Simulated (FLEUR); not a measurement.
# Ge (Fd-3m) in FLEUR: a series of runs

Runs on Ge. Level: LDA (Moruzzi-Janak-Williams). Tasks: band structure, equation of state.

All numbers are computed with FLEUR MaX-R8.1 (later development tree); they aren't measurements. Logs are shortened: lines on timing, memory, paths and dates and some standing lists are left out, and cuts for length are marked.

**Measured values to compare with.**

“Electronic and optical properties of SixGe1-x-ySny alloys lattice-matched to Ge”, 2021, arxiv:2109.02782 reports, for a bulk crystal of Ge at 300 K: band gap 0.807 eV (direct).

“Sub-monolayer structures of Ag overlayers on Ge(111): experimental observations and first-principles study”, 2019, arxiv:1908.00180 quotes, for a bulk crystal of Ge: bulk modulus 75.8 GPa.

The runs below are set against these values where they give the same quantity.

### 1 The structure

Symmetry: Fd-3m, No. 227, cubic system. The conventional cell has a = 5.658 Å, b = 5.658 Å, c = 5.658 Å, α = 90.00°, β = 90.00°, γ = 90.00°. Around Ge (site symmetry -43m) lie 4 Ge at 2.45 Å.

### 2 Band structure, LDA (Moruzzi-Janak-Williams)

The input, inp.xml:

```xml
<?xml version="1.0" encoding="UTF-8" standalone="no"?>
<fleurInput fleurInputVersion="0.39">
   <comment>
      Ge                                                                                                  
   </comment>
   <calculationSetup>
      <cutoffs Kmax="4.58" Gmax="14.2" GmaxXC="14.2" numbands="0"/>
      <scfLoop itmax="60" minDistance="0.00001" maxIterBroyd="15" imix="Anderson" alpha="0.05" precondParam="0.0" spinf="2.0" sdNocoIR="T"/>
      <coreElectrons ctail="T" frcor="F" kcrel="0" coretail_lmax="0"/>
      <xcFunctional name="mjw" relativisticCorrections="F"/>
      <magnetism jspins="1"/>
      <soc l_soc="F" theta="0.0" phi="0.0" spav="F"/>
      <expertModes spex="0" secvar="F"/>
      <geometryOptimization l_f="F" forcealpha="1.0" forcemix="BFGS" epsdisp="0.00001" epsforce="0.00001"/>
      <ldaU l_linMix="F" mixParam="0.05" spinf="1.0"/>
   </calculationSetup>
   <cell>
      <bzIntegration valenceElectrons="44.0" mode="hist" fermiSmearingEnergy="0.00183747">
         <kPointListSelection listName="default-1"/>
         <!-- k-points included here -->
         <xi:include xmlns:xi="http://www.w3.org/2001/XInclude" href="kpts.xml"> </xi:include>
      </bzIntegration>
      <!-- symmetry operations included here -->
      <xi:include xmlns:xi="http://www.w3.org/2001/XInclude" href="sym.xml"> </xi:include>
      <bulkLattice scale="1.0">
         <bravaisMatrix>
            <row-1>    0.0000000000000000     5.3458651311421859     5.3458651311421859</row-1>
            <row-2>    5.3458651311421859     0.0000000000000000     5.3458651311421859</row-2>
            <row-3>    5.3458651311421859     5.3458651311421859     0.0000000000000000</row-3>
         </bravaisMatrix>
      </bulkLattice>
   </cell>
   <atomSpecies>
      <species name="Germanium (Ge)" element="Ge" atomicNumber="32">
         <mtSphere radius="2.14" gridPoints="707" logIncrement="0.017"/>
         <atomicCutoffs lmax="9" lnonsphr="7"/>
         <electronConfig flipSpins="F">
            <coreConfig>(1s1/2) (2s1/2) (2p1/2) (2p3/2)</coreConfig>
            <valenceConfig>(3s1/2) (3p1/2) (3p3/2) (4s1/2) (3d3/2) (3d5/2) (4p1/2) (4p3/2)</valenceConfig>
            <stateOccupation state="(4p1/2)" spinUp="0.333333" spinDown="0.333333"/>
            <stateOccupation state="(4p3/2)" spinUp="0.666667" spinDown="0.666667"/>
         </electronConfig>
         <energyParameters s="4" p="4" d="3" f="4"/>
         <lo type="SCLO" l="0" n="3" eDeriv="0"/>
         <lo type="SCLO" l="1" n="3" eDeriv="0"/>
         <lo type="SCLO" l="1" n="3" eDeriv="1"/>
         <lo type="HELO" l="2" n="4" eDeriv="0"/>
         <lo type="HELO" l="2" n="4" eDeriv="1"/>
         <lo type="SCLO" l="3" n="4" eDeriv="2"/>
      </species>
   </atomSpecies>
   <atomGroups>
      <atomGroup species="Germanium (Ge)">
         <relPos label="                   1">-3.000/8.000 -3.000/8.000 -3.000/8.000</relPos>
         <relPos label="                   2">3.000/8.000 3.000/8.000 3.000/8.000</relPos>
         <force calculate="T" relaxXYZ="TTT"/>
      </atomGroup>
   </atomGroups>
   <output dos="F" band="F" slice="F">
      <checks vchk="F" cdinf="F"/>
      <bandDOS minEnergy="-.5*Htr" maxEnergy="0.5*Htr" sigma="0.015" storeEVData="T"/>
      <vacuumDOS vacdos="F" integ="F" star="F" nstars="0" locx1="0.0" locy1="0.0" locx2="0.0" locy2="0.0" nstm="0" tworkf="0.0"/>
      <unfoldingBand unfoldBand="F" supercellX="1" supercellY="1" supercellZ="1"/>
      <plotting iplot="0" polar="F">
         <plot TwoD="T" vec1="  1.0  0.0  0.0" vec2="  0.0  1.0  0.0" vec3="  0.0  0.0  1.0" zero="  0.0  0.0  0.0" file="plot"/>
      </plotting>
      <chargeDensitySlicing numkpt="0" minEigenval="0.0" maxEigenval="0.0" nnne="0" pallst="F"/>
      <specialOutput eonly="F"/>
      <moessbauerParams electricFieldGradient="T" isomerShift="T" coreHyperfine="T" valenceHyperfine="T"/>
      <magneticCircularDichroism mcd="F" energyLo="-10.0" energyUp="0.0"/>
   </output>
  <!-- We include the file relax.xml here to enable relaxations (see documentation) -->
  <xi:include xmlns:xi="http://www.w3.org/2001/XInclude" href="relax.xml"> <xi:fallback/> </xi:include>
</fleurInput>
```

The input, crystal.txt:

```
Ge
&input cartesian=F /
0.0000000000  2.8289100000  2.8289100000
2.8289100000  0.0000000000  2.8289100000
2.8289100000  2.8289100000  0.0000000000
1.8897261246
1.0 1.0 1.0

2
32 0.7500000000  0.7500000000  0.7500000000
32 0.5000000000  0.5000000000  0.5000000000

&kpt div1=8 div2=8 div3=8 gamma=T /
```

The input, inp.xml (bands):

```
<?xml version="1.0" encoding="UTF-8" standalone="no"?>
<fleurInput fleurInputVersion="0.39">
   <comment>
      Ge                                                                                                  
   </comment>
   <calculationSetup>
      <cutoffs Kmax="4.58" Gmax="14.2" GmaxXC="14.2" numbands="0"/>
      <scfLoop itmax="60" minDistance="0.00001" maxIterBroyd="15" imix="Anderson" alpha="0.05" precondParam="0.0" spinf="2.0" sdNocoIR="T"/>
      <coreElectrons ctail="T" frcor="F" kcrel="0" coretail_lmax="0"/>
      <xcFunctional name="mjw" relativisticCorrections="F"/>
      <magnetism jspins="1"/>
      <soc l_soc="F" theta="0.0" phi="0.0" spav="F"/>
      <expertModes spex="0" secvar="F"/>
      <geometryOptimization l_f="F" forcealpha="1.0" forcemix="BFGS" epsdisp="0.00001" epsforce="0.00001"/>
      <ldaU l_linMix="F" mixParam="0.05" spinf="1.0"/>
   </calculationSetup>
   <cell>
      <bzIntegration valenceElectrons="44.0" mode="hist" fermiSmearingEnergy="0.00183747">
         <kPointListSelection listName="path-1"/>
         <!-- k-points included here -->
         <xi:include xmlns:xi="http://www.w3.org/2001/XInclude" href="kpts.xml"> </xi:include>
      </bzIntegration>
      <!-- symmetry operations included here -->
      <xi:include xmlns:xi="http://www.w3.org/2001/XInclude" href="sym.xml"> </xi:include>
      <bulkLattice scale="1.0">
         <bravaisMatrix>
            <row-1>    0.0000000000000000     5.3458651311421859     5.3458651311421859</row-1>
            <row-2>    5.3458651311421859     0.0000000000000000     5.3458651311421859</row-2>
            <row-3>    5.3458651311421859     5.3458651311421859     0.0000000000000000</row-3>
         </bravaisMatrix>
      </bulkLattice>
   </cell>
   <atomSpecies>
      <species name="Germanium (Ge)" element="Ge" atomicNumber="32">
         <mtSphere radius="2.14" gridPoints="707" logIncrement="0.017"/>
         <atomicCutoffs lmax="9" lnonsphr="7"/>
         <electronConfig flipSpins="F">
            <coreConfig>(1s1/2) (2s1/2) (2p1/2) (2p3/2)</coreConfig>
            <valenceConfig>(3s1/2) (3p1/2) (3p3/2) (4s1/2) (3d3/2) (3d5/2) (4p1/2) (4p3/2)</valenceConfig>
            <stateOccupation state="(4p1/2)" spinUp="0.333333" spinDown="0.333333"/>
            <stateOccupation state="(4p3/2)" spinUp="0.666667" spinDown="0.666667"/>
         </electronConfig>
         <energyParameters s="4" p="4" d="3" f="4"/>
         <lo type="SCLO" l="0" n="3" eDeriv="0"/>
         <lo type="SCLO" l="1" n="3" eDeriv="0"/>
         <lo type="SCLO" l="1" n="3" eDeriv="1"/>
         <lo type="HELO" l="2" n="4" eDeriv="0"/>
         <lo type="HELO" l="2" n="4" eDeriv="1"/>
         <lo type="SCLO" l="3" n="4" eDeriv="2"/>
      </species>
   </atomSpecies>
   <atomGroups>
      <atomGroup species="Germanium (Ge)">
         <relPos label="                   1">-3.000/8.000 -3.000/8.000 -3.000/8.000</relPos>
         <relPos label="                   2">3.000/8.000 3.000/8.000 3.000/8.000</relPos>
         <force calculate="T" relaxXYZ="TTT"/>
      </atomGroup>
   </atomGroups>
   <output dos="F" band="T" slice="F">
      <checks vchk="F" cdinf="F"/>
      <bandDOS minEnergy="-.5*Htr" maxEnergy="0.5*Htr" sigma="0.015" storeEVData="T"/>
      <vacuumDOS vacdos="F" integ="F" star="F" nstars="0" locx1="0.0" locy1="0.0" locx2="0.0" locy2="0.0" nstm="0" tworkf="0.0"/>
      <unfoldingBand unfoldBand="F" supercellX="1" supercellY="1" supercellZ="1"/>
      <plotting iplot="0" polar="F">
         <plot TwoD="T" vec1="  1.0  0.0  0.0" vec2="  0.0  1.0  0.0" vec3="  0.0  0.0  1.0" zero="  0.0  0.0  0.0" file="plot"/>
      </plotting>
      <chargeDensitySlicing numkpt="0" minEigenval="0.0" maxEigenval="0.0" nnne="0" pallst="F"/>
      <specialOutput eonly="F"/>
      <moessbauerParams electricFieldGradient="T" isomerShift="T" coreHyperfine="T" valenceHyperfine="T"/>
      <magneticCircularDichroism mcd="F" energyLo="-10.0" energyUp="0.0"/>
   </output>
  <!-- We include the file relax.xml here to enable relaxations (see documentation) -->
  <xi:include xmlns:xi="http://www.w3.org/2001/XInclude" href="relax.xml"> <xi:fallback/> </xi:include>
</fleurInput>
```

Potentials or basis: all-electron, FLAPW.

Started as:

```
> inpgen -f crystal.txt -profile fastHighL
> # inp.xml edited to the form shown
> fleur_MPI
> fleur_MPI   # second run, on inp.xml (bands)
```

Log:

```text
Welcome to FLEUR        (www.flapw.de)
      MaX-Release 8.1          (www.max-centre.eu)

 ========== k-point set info ==========
 Selected k-point list: default-1
 k-point list type: mesh
 8 x 8 x 8
 Number of k points: 29

 ------------Calculation Setup---------------------------
 Number of MPI-tasks      :            1
 Number of PE/node        :            1
 Number of OMP-threads    :            1
 Most efficient MPI parallelization for:
           1          29
 Additional eigenvalue parallelization possible
 Number of basis functions:          615
 Approximate size of matrices (H+S) per k-point:         0.006 GB
 --------------------------------------------------------
 Iteration:     1   Distance:       6.57988463 me/bohr^3
 Iteration:     2   Distance:       6.15431032 me/bohr^3
 Iteration:     3   Distance:       2.32728571 me/bohr^3
 Iteration:     4   Distance:       0.43459015 me/bohr^3
 Iteration:     5   Distance:       0.45425279 me/bohr^3
 Iteration:     6   Distance:       0.04377611 me/bohr^3
 Iteration:     7   Distance:       0.05015779 me/bohr^3
 Iteration:     8   Distance:       0.01171341 me/bohr^3
 Iteration:     9   Distance:       0.00051284 me/bohr^3
 Iteration:    10   Distance:       0.00045942 me/bohr^3
 Iteration:    11   Distance:       0.00002426 me/bohr^3
 Iteration:    12   Distance:       0.00001110 me/bohr^3
 Iteration:    13   Distance:       0.00000040 me/bohr^3

 ********************************************************************
 Run finished successfully
 Stop message:
   all done
 ********************************************************************
```

output (bands):

```text
Welcome to FLEUR        (www.flapw.de)
      MaX-Release 8.1          (www.max-centre.eu)

 ========== k-point set info ==========
 Selected k-point list: path-1
 k-point list type: path
 Number of k points: 60

 ------------Calculation Setup---------------------------
 Number of MPI-tasks      :            1
 Number of PE/node        :            1
 Number of OMP-threads    :            1
 Most efficient MPI parallelization for:
           1           2           3           4           5           6          10          12          15          20          30          60
 Additional eigenvalue parallelization possible
 Number of basis functions:          615
 Approximate size of matrices (H+S) per k-point:         0.006 GB
 --------------------------------------------------------
 Fermi energy correction for metals:
 Fermi energy in bands.* files may not be consistent with last density.
 Please correct it manually (e.g. in band.gnu file).

 Note: Band structure data (together with different weights) is also stored in the banddos.hdf file.
       A convenient way of extracting and plotting the data from that file is by making use of the

 ********************************************************************
 Run finished successfully
 Stop message:
   Charge density postprocessing done.
 ********************************************************************
```

out.xml (last iteration):

```text
<iteration numberForCurrentRun="   13" overallNumber="   13">
         <energyParameters units="Htr">
            <atomicEP atomType="1" spin="1" branch="4s" branchLowest="-5.77" branchHighest="1.02" value="-0.1712616648"/>
            <atomicEP atomType="1" spin="1" branch="4p" branchLowest="-3.84" branchHighest="1.73" value="0.0425881370"/>
            <atomicEP atomType="1" spin="1" branch="3d" branchLowest="-9.99" branchHighest="-0.66" value="-0.6854446867"/>
            <atomicEP atomType="1" spin="1" branch="4f" branchLowest="-9.99" branchHighest="3.66" value="0.4012774946"/>
            <loAtomicEP atomType="1" spin="1" branch="3s" branchLowest="-49.91" branchHighest="-5.77" value="-5.7677762613"/>
            <loAtomicEP atomType="1" spin="1" branch="3p" branchLowest="-43.61" branchHighest="-3.84" value="-3.8458964624"/>
            <loAtomicEP atomType="1" spin="1" branch="3p" branchLowest="-43.61" branchHighest="-3.84" value="-3.8458964624"/>
            <heloAtomicEP atomType="1" spin="1" branch="4d" branchLowest="2.14" branchHighest="2.14" value="2.1386126706"/>
            <heloAtomicEP atomType="1" spin="1" branch="4d" branchLowest="2.14" branchHighest="2.14" value="2.1386126706"/>
            <loAtomicEP atomType="1" spin="1" branch="4f" branchLowest="-9.99" branchHighest="3.66" value="0.4012815456"/>
         </energyParameters>
         <eigenvalues>
            <eigenvaluesAt spin="1" ikpt="1" k_x="0.00000000" k_y="0.00000000" k_z="0.00000000">
                      -5.7678192340       -5.7677290054       -3.8439504250       -3.8439504250       -3.8439504250
                      -3.8436226504       -3.8436226504       -3.8436226504       -0.6983760674       -0.6983760674
                      -0.6983760674       -0.6970301539       -0.6970301539       -0.6892378874       -0.6892378874
                      -0.6892378874       -0.6887650561       -0.6887650561       -0.2554569978        0.2090581062
                       0.2156808912        0.2156808912        0.2156808912        0.3084372510        0.3084372510
                       0.3084372510        0.4435517329        0.5650611588        0.5650611588        0.6086599693
                       0.6086599693        0.6086599693        0.7149091290        1.1318553183
            </eigenvaluesAt>
            <eigenvaluesAt spin="1" ikpt="2" k_x="0.00000000" k_y="0.00000000" k_z="0.12500000">
                      -5.7678166210       -5.7677315245       -3.8439531736       -3.8439531736       -3.8439443267
[... 38 lines left out ...]
            <state n="2" l="0" j="0.5" energy="-49.9130745931" weight="1.0000000000"/>
            <state n="2" l="1" j="0.5" energy="-44.4028393112" weight="1.0000000000"/>
            <state n="2" l="1" j="1.5" energy="-43.2339925066" weight="2.0000000000"/>
         </coreStates>
         <allElectronCharges>
            <spinDependentCharge spin="1" total="64.0000000" interstitial="4.0870292" mtSpheres="59.9129708"/>
            <totalCharge value="64.0000000008"/>
         </allElectronCharges>
         <moessbauerParams unitsHFF="kG" unitsIS="e/bohr^3" unitsEFG="Htr/bohr^2">
            <coreIsomerShift atomType="1" isTotal="31298.32453">
               <shell n="1" l="0" isomerShift="28416.38149"/>
               <shell n="2" l="0" isomerShift="2856.81106"/>
               <shell n="2" l="1" isomerShift="25.13198"/>
            </coreIsomerShift>
            <isomerShift atomType="1" nucleusRadius="0.0000986" averageDensity="31767.07623"/>
            <electricFieldGradient atomType="1" VXX="0.00000" VYY="0.00000" VZZ="0.00000" asymParam="0.00000">
            </electricFieldGradient>
         </moessbauerParams>
         <totalEnergy                                    value="    -4192.2106086110" units="Htr">
            <sumOfEigenvalues                            value="    -2412.4115100131">
               <coreElectrons value="-2329.4039685105"/>
               <valenceElectrons value="-83.0075415026"/>
            </sumOfEigenvalues>
            <densityCoulombPotentialIntegral value="-6487.3371634062"/>
            <densityEffectivePotentialIntegral value="-6690.5104671788"/>
            <chargeDenXCDenIntegral value="-153.4343275542"/>
            <FockExchangeEnergyValence value="0.0000000000"/>
            <FockExchangeEnergyCore value="0.0000000000"/>
            <atomTypeDependentContributions atomType="1">
               <electronNucleiInteractionDifferentMTs value="5040.1026568113"/>
               <MadelungTerm value="-33.1039997081"/>
            </atomTypeDependentContributions>
            <tkbTimesEntropy value="0.0000371062"/>
            <freeEnergy value="-4192.2106457172"/>
            <extrapolationTo0K value="-4192.2106271641"/>
         </totalEnergy>
         <densityConvergence units="me/bohr^3">
            <chargeDensity spin="1" distance="0.0000004025"/>
         </densityConvergence>
      </iteration>
```

Wall time 66 s (1 thread of Arm Neoverse N1, shared host); peak memory 0.06 GiB.

What came out:

```
Free energy                                           : -114075.8631 eV
Band gap along the path                               : none (metal or under the smearing width)
Valence electrons inside the program's atomic spheres : Ge 19.96 (radii Ge 2.14 bohr)
```

Levels at the corners of the path, in eV from the Fermi level:
```tsv
point	band 20	band 21	band 22	band 23	band 24	band 25
Γ	-0.16	0.02	0.02	0.02	2.55	2.55
X	-8.92	-3.05	-3.05	0.68	0.68	9.42
W	-8.82	-3.90	-3.90	4.27	4.27	4.67
K	-8.33	-4.33	-2.61	1.09	4.03	7.12
Γ	-0.16	0.02	0.02	0.02	2.55	2.55
L	-7.62	-1.38	-1.38	0.07	3.74	3.74
U	-8.33	-4.33	-2.61	1.09	4.03	7.12
W	-8.82	-3.90	-3.90	4.27	4.27	4.67
L	-7.62	-1.38	-1.38	0.07	3.74	3.74
K	-8.33	-4.33	-2.61	1.09	4.03	7.12
U	-8.33	-4.33	-2.61	1.09	4.03	7.12
X	-8.92	-3.05	-3.05	0.68	0.68	9.42
```

Core levels (eV from the Fermi level):
```tsv
atom	levels
1 Ge	1s1/2 -10933.0, 2s1/2 -1364.0, 2p1/2 -1214.1, 2p3/2 -1182.3
2 Ge	1s1/2 -10933.0, 2s1/2 -1364.0, 2p1/2 -1214.1, 2p3/2 -1182.3
```

Caveat: this crystal is a semiconductor, whose small gap the functional closes, so the metal is an error of the method.

### 3 Equation of state, LDA (Moruzzi-Janak-Williams), 21.28 Å³/atom (volume scaled by 0.94)

Edit inp.xml of step 2 so:

```diff
@@ -6,3 +6,3 @@
    <calculationSetup>
-      <cutoffs Kmax="4.58" Gmax="14.2" GmaxXC="14.2" numbands="0"/>
+      <cutoffs Kmax="4.71" Gmax="14.6" GmaxXC="14.6" numbands="0"/>
       <scfLoop itmax="60" minDistance="0.00001" maxIterBroyd="15" imix="Anderson" alpha="0.05" precondParam="0.0" spinf="2.0" sdNocoIR="T"/>
@@ -24,3 +24,3 @@
       <xi:include xmlns:xi="http://www.w3.org/2001/XInclude" href="sym.xml"> </xi:include>
-      <bulkLattice scale="1.0">
+      <bulkLattice scale="0.9795861087">
          <bravaisMatrix>
@@ -34,3 +34,3 @@
       <species name="Germanium (Ge)" element="Ge" atomicNumber="32">
-         <mtSphere radius="2.14" gridPoints="707" logIncrement="0.017"/>
+         <mtSphere radius="2.08" gridPoints="707" logIncrement="0.017"/>
          <atomicCutoffs lmax="9" lnonsphr="7"/>
```

Potentials or basis: all-electron, FLAPW.

Started as:

```
> inpgen -f crystal.txt -profile fastHighL
> # inp.xml edited to the form shown
> fleur_MPI
```

It took 53 s on 1 thread of Arm Neoverse N1, shared host; peak memory 0.08 GiB.

It converged, with:

```
Free energy                                           : -114075.8435 eV
Band gap on the k mesh                                : 0.24 eV, indirect (least direct gap 0.39 eV)
Valence electrons inside the program's atomic spheres : Ge 19.84 (radii Ge 2.08 bohr)
```

### 4 Equation of state, LDA (Moruzzi-Janak-Williams), 21.73 Å³/atom (volume scaled by 0.96)

Edit inp.xml of step 3 so:

```diff
@@ -24,3 +24,3 @@
       <xi:include xmlns:xi="http://www.w3.org/2001/XInclude" href="sym.xml"> </xi:include>
-      <bulkLattice scale="0.9795861087">
+      <bulkLattice scale="0.9864848297">
          <bravaisMatrix>
```

Started as:

```
> inpgen -f crystal.txt -profile fastHighL
> # inp.xml edited to the form shown
> fleur_MPI
```

Run time: 59 s. Hardware: 1 thread of Arm Neoverse N1, shared host; peak memory 0.08 GiB.

The run converged. Its results:

```yaml
Free_energy: -114075.8582 eV
Band_gap_on_the_k_mesh: 0.17 eV, indirect (least direct gap 0.20 eV)
Valence_electrons_inside_the_program's_atomic_spheres: Ge 19.82 (radii Ge 2.08 bohr)
```

### 5 Equation of state, LDA (Moruzzi-Janak-Williams), 22.64 Å³/atom

Edit inp.xml of step 4 so:

```diff
@@ -24,3 +24,3 @@
       <xi:include xmlns:xi="http://www.w3.org/2001/XInclude" href="sym.xml"> </xi:include>
-      <bulkLattice scale="0.9864848297">
+      <bulkLattice scale="1.0000000000">
          <bravaisMatrix>
```

Started as:

```
> inpgen -f crystal.txt -profile fastHighL
> # inp.xml edited to the form shown
> fleur_MPI
```

Run time: 59 s. Hardware: 1 thread of Arm Neoverse N1, shared host; peak memory 0.08 GiB.

Results (log left out):

* Free energy: -114075.8610 eV
* Band gap on the k mesh: none (metal or under the smearing width)
* Valence electrons inside the program's atomic spheres: Ge 19.79 (radii Ge 2.08 bohr)

(Continued in part 2 of 2.)
